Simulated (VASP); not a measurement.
A run of VASP 6.6.1 is set up as follows.

Contents of INCAR:

```
SYSTEM = TiB5
PREC = Accurate
ENCUT = 600
EDIFF = 1E-6
ISMEAR = 0
SIGMA = 0.1
LREAL = .False.
LASPH = .True.
NELM = 60
ALGO = Normal
ISIF = 3
LWAVE = .False.
LCHARG = .False.
GGA = PE
IBRION = 2
NSW = 90
EDIFFG = -0.04
```

File KPOINTS:

```
Automatic mesh
0
Gamma
  6 6 6
  0 0 0
```

The input POSCAR:

```
TiB5
1.0
    4.2795905100      0.0000000000      0.0000000000
   -2.1397952500      3.7062341000      0.0000000000
    0.0000000000      0.0000000000      3.4824336400
Ti B
1 5
Direct
    0.0000000000      0.0000000000      0.0000000000
    0.0000000000      0.5000000000      0.5000000000
    0.3333333300      0.6666666700      0.0000000000
    0.6666666700      0.3333333300      0.0000000000
    0.5000000000      0.0000000000      0.5000000000
    0.5000000000      0.5000000000      0.5000000000
```

Potentials or basis: VASP PAW PBE potentials, release 64 (Ti_sv, B).

Command:

```bash
$ cat potpaw_PBE.64/Ti_sv/POTCAR potpaw_PBE.64/B/POTCAR > POTCAR
$ mpirun -np 1 vasp_std > vasp.out
```

Problem. Estimate the space group after relaxing (to 0.05 Å).

Solution. P6/mmm (No. 191).

Problem. What does it give for the relaxed cell?

Solution. a = 4.162 Å, b = 4.162 Å, c = 2.889 Å, α = 90.00°, β = 90.00°, γ = 120.00°.

Problem. Estimate the band gap on the k mesh.

Solution. None (metal or under the smearing width).

Stress tensor (GPa, compression positive):
```
 0.17  0.00  0.00
 0.00  0.17  0.00
 0.00  0.00 -0.43
```
